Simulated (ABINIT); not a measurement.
# Ge (Fd-3m) in ABINIT: single point with PBEsol

Aim: the single point of Ge with PBEsol.

All numbers are computed with ABINIT 10.8.3 (patched build); they aren't measurements. Logs are shortened: lines on timing, memory, paths and dates and some standing lists are left out, and cuts for length are marked. The log counts tension as positive stress, the text compression.

**What was measured.**

From “Electronic and optical properties of SixGe1-x-ySny alloys lattice-matched to Ge”, 2021, arxiv:2109.02782, for a bulk crystal of Ge at 300 K: band gap 0.807 eV (direct).

How close the calculation comes is told below.

## Step 1: The structure

The structure is cubic, space group Fd-3m (No. 227). The conventional cell has a = 5.658 Å, b = 5.658 Å, c = 5.658 Å, α = 90.00°, β = 90.00°, γ = 90.00°. Around Ge (site symmetry -43m) lie 4 Ge at 2.45 Å.

## Step 2: Single point, PBEsol

run.abi reads:

```
# Pseudopotentials
pp_dirpath "./"
pseudos "Ge.upf"

# Structure
acell 3*1.0 Angstrom
rprim
     0.0000000000     2.8289100000     2.8289100000
     2.8289100000     0.0000000000     2.8289100000
     2.8289100000     2.8289100000     0.0000000000
ntypat 1
znucl 32
natom 2
typat 1 1
xred
     0.7500000000     0.7500000000     0.7500000000
     0.5000000000     0.5000000000     0.5000000000

# Plane-wave basis
ecut 35.0

# k points
kptopt 1
ngkpt 6 6 6
nshiftk 1
shiftk 0.0 0.0 0.0

# Exchange and correlation
ixc -116133

# Bands and occupations
nband 18
occopt 3
tsmear 0.00183747

# SCF cycle
nstep 100
tolvrs 1.0e-10

# Output
iomode 3
prtwf 0
prtden 0
prteig 0
prtebands 0
```

Potentials or basis: PseudoDojo NC SR PBEsol v0.4.1 standard.

Command:

```
$ abinit run.abi > log 2>&1
```

run.abo:

```text
.Version 10.8.3 of ABINIT
 Symmetries : space group Fd -3 m (#227); Bravais cF (face-center cubic)
================================================================================
 Values of the parameters that define the memory need of the present run
     intxc =       0    ionmov =       0      iscf =       7    lmnmax =       6
     lnmax =       6     mgfft =      45  mpssoang =       3    mqgrid =    3001
     natom =       2  nloc_mem =       1    nspden =       1   nspinor =       1
    nsppol =       1      nsym =      48    n1xccc =    2501    ntypat =       1
    occopt =       3   xclevel =       2
       mpw =        3042          nfft =       91125          nkpt =          16
================================================================================
================================================================================

--------------------------------------------------------------------------------
------------- Echo of variables that govern the present computation ------------
--------------------------------------------------------------------------------
 -outvars: echo values of preprocessed input variables --------
            acell      1.8897261259E+00  1.8897261259E+00  1.8897261259E+00 Bohr
              amu      7.26100000E+01
             ecut      3.50000000E+01 Hartree
              ixc     -116133
         kptrlatt        6    0    0      0    6    0      0    0    6
          kptrlen      4.53611699E+01
            natom           2
            nband          18
            ngfft          45      45      45
             nkpt          16
            nstep         100
             nsym          48
           ntypat           1
           occopt           3
           prtden           0
        prtebands           0
           prteig           0
            prtwf           0
            rprim      0.0000000000E+00  2.8289100000E+00  2.8289100000E+00
                       2.8289100000E+00  0.0000000000E+00  2.8289100000E+00
                       2.8289100000E+00  2.8289100000E+00  0.0000000000E+00
          spgroup         227
           tolvrs      1.00000000E-10
           tsmear      1.83747000E-03 Hartree
            typat      1  1
           xangst      4.2433650000E+00  4.2433650000E+00  4.2433650000E+00
                       2.8289100000E+00  2.8289100000E+00  2.8289100000E+00
            xcart      8.0187977023E+00  8.0187977023E+00  8.0187977023E+00
                       5.3458651348E+00  5.3458651348E+00  5.3458651348E+00
             xred      7.5000000000E-01  7.5000000000E-01  7.5000000000E-01
                       5.0000000000E-01  5.0000000000E-01  5.0000000000E-01
            znucl       32.00000

================================================================================

 chkinp: Checking input parameters for consistency.

================================================================================
[... 87 lines left out ...]
    2        2.00000         11.56182534
================================================================================

 ----iterations are completed or convergence reached----

 Mean square residual over all n,k,spin=   14.524E-10; max=  21.440E-08
 reduced coordinates (array xred) for    2 atoms
       0.750000000000      0.750000000000      0.750000000000
       0.500000000000      0.500000000000      0.500000000000
 rms dE/dt=  1.2665E-27; max dE/dt=  1.4810E-27; dE/dt below (all hartree)
    1       0.000000000000      0.000000000000      0.000000000000
    2       0.000000000000     -0.000000000000     -0.000000000000

 cartesian coordinates (angstrom) at end:
    1      4.24336500000000     4.24336500000000     4.24336500000000
    2      2.82891000000000     2.82891000000000     2.82891000000000

 cartesian forces (hartree/bohr) at end:
    1     -0.00000000000000    -0.00000000000000     0.00000000000000
    2      0.00000000000000     0.00000000000000    -0.00000000000000
 frms,max,avg= 1.5840650E-28 2.3295545E-28   0.000E+00  0.000E+00  0.000E+00 h/b

 cartesian forces (eV/Angstrom) at end:
    1     -0.00000000000000    -0.00000000000000     0.00000000000000
    2      0.00000000000000     0.00000000000000    -0.00000000000000
 frms,max,avg= 8.1455899E-27 1.1979051E-26   0.000E+00  0.000E+00  0.000E+00 e/A
 length scales=  1.889726125908  1.889726125908  1.889726125908 bohr
              =  1.000000000000  1.000000000000  1.000000000000 angstroms
 Fermi (or HOMO) energy (hartree) =   0.14502   Average Vxc (hartree)=  -0.37632
 Eigenvalues (hartree) for nkpt=  16  k points:
 kpt#   1, nband= 18, wtk=  0.00463, kpt=  0.0000  0.0000  0.0000 (reduced coord)
  -0.76903   -0.76903   -0.76903   -0.76769   -0.76769   -0.75994   -0.75994   -0.75994
  -0.75950   -0.75950   -0.32595    0.14369    0.14424    0.14424    0.14424    0.23729
   0.23729    0.23729
      occupation numbers for kpt#   1
   2.00000    2.00000    2.00000    2.00000    2.00000    2.00000    2.00000    2.00000
   2.00000    2.00000    2.00000    1.34716    1.20989    1.20989    1.20989    0.00000
   0.00000    0.00000
 prteigrs : prtvol=0 or 1, do not print more k-points.

--- !EnergyTerms
iteration_state     : {dtset: 1, }
comment             : Components of total free energy in Hartree
kinetic             :  1.33971736111090E+02
hartree             :  5.53084623573134E+01
xc                  : -4.31921865963968E+01
Ewald energy        : -9.87503790331824E+01
psp_core            :  5.65725407198857E+00
local_psp           : -1.37078715410117E+02
non_local_psp       : -9.43168628322455E+01
internal            : -1.78400691331549E+02
'-kT*entropy'       : -7.22037644211991E-05
total_energy        : -1.78400763535314E+02
total_energy_eV     : -4.85453208313735E+03
band_energy         : -1.57907038942578E+01
...

 Cartesian components of stress tensor (hartree/bohr^3)
  sigma(1 1)=  4.12265479E-05  sigma(3 2)=  0.00000000E+00
  sigma(2 2)=  4.12265479E-05  sigma(3 1)=  0.00000000E+00
  sigma(3 3)=  4.12265479E-05  sigma(2 1)=  0.00000000E+00

-Cartesian components of stress tensor (GPa)         [Pressure= -1.2129E+00 GPa]
- sigma(1 1)=  1.21292692E+00  sigma(3 2)=  0.00000000E+00
- sigma(2 2)=  1.21292692E+00  sigma(3 1)=  0.00000000E+00
- sigma(3 3)=  1.21292692E+00  sigma(2 1)=  0.00000000E+00

== END DATASET(S) ==============================================================
================================================================================

 -outvars: echo values of variables after computation  --------
            acell      1.8897261259E+00  1.8897261259E+00  1.8897261259E+00 Bohr
           etotal     -1.7840076354E+02
            fcart     -2.3295544955E-28 -6.2960932310E-30  1.4481014431E-28
                       2.3295544955E-28  6.2960932310E-30 -1.4481014431E-28
            rprim      0.0000000000E+00  2.8289100000E+00  2.8289100000E+00
                       2.8289100000E+00  0.0000000000E+00  2.8289100000E+00
                       2.8289100000E+00  2.8289100000E+00  0.0000000000E+00
           strten      4.1226547948E-05  4.1226547948E-05  4.1226547948E-05
                       0.0000000000E+00  0.0000000000E+00  0.0000000000E+00
           xangst      4.2433650000E+00  4.2433650000E+00  4.2433650000E+00
                       2.8289100000E+00  2.8289100000E+00  2.8289100000E+00
             xred      7.5000000000E-01  7.5000000000E-01  7.5000000000E-01
                       5.0000000000E-01  5.0000000000E-01  5.0000000000E-01
 Calculation completed.
```

Wall time 33 s (1 thread of Arm Neoverse V1, shared host); peak memory 0.09 GiB.

Results:

```yaml
Free_energy: -4854.5321 eV
Pressure: -1.2 GPa
Band_gap_on_the_k_mesh: none (metal or under the smearing width)
Valence_electrons_inside_the_program's_atomic_spheres: Ge 11.56 (radii [1.0584] Å)
```

Caveat: this crystal is a semiconductor, whose small gap the functional closes, so the metal is an error of the method.

## Step 3: How close it comes

Step 2. A measured gap of Ge is 0.807 eV (direct; 300 K; “Electronic and optical properties of SixGe1-x-ySny alloys lattice-matched to Ge”, 2021, arxiv:2109.02782); the calculated 0.00 eV misses it by -0.81 eV. 3 values of this kind are on record (0.666 to 0.807 eV); this one was drawn at random among those near their median. Spin-orbit coupling on Ge is left out. The value is that of PBEsol on a finite k mesh, which can miss the band edges, without temperature or zero-point motion. Semilocal functionals fall short of measured gaps as a rule.
